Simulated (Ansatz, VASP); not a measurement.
GaP in VASP and in Ansatz

```
Ga P
1.0
     0.00000    2.72540    2.72540
     2.72540    0.00000    2.72540
     2.72540    2.72540    0.00000
Ga P
1 1
Cartesian
  0.0000 0.0000 0.0000
  1.3627 1.3627 1.3627
```

Alike in both runs: task single point; functional r2SCAN; k mesh 8 × 8 × 8; no spin polarisation.

|  | VASP | Ansatz |
| --- | --- | --- |
| version | VASP 6.6.1 | Ansatz 0.2.0 |
| potentials or method | VASP PAW PBE potentials, release 64 (Ga_d, P) | plane waves, PAW |
| plane-wave cutoff (eV) | 520 | 500 |
| occupations | gaussian, width 0.01 eV | fixed |
| valence electrons in the cell | 18 | 18 |

|  | VASP | Ansatz | Ansatz less VASP |
| --- | --- | --- | --- |
| gap on the k mesh at the Fermi level (eV) | 1.90 | 1.89 | -0.008 |
| pressure (GPa) | 0.0 | 0.0 | +0.06 |

Caveats: the PAW data sets were made with another functional, which shifts forces and pressure a little (VASP). r2SCAN opens gaps a little over a GGA but as a rule still falls short of measured ones. A k mesh can miss the band edges.
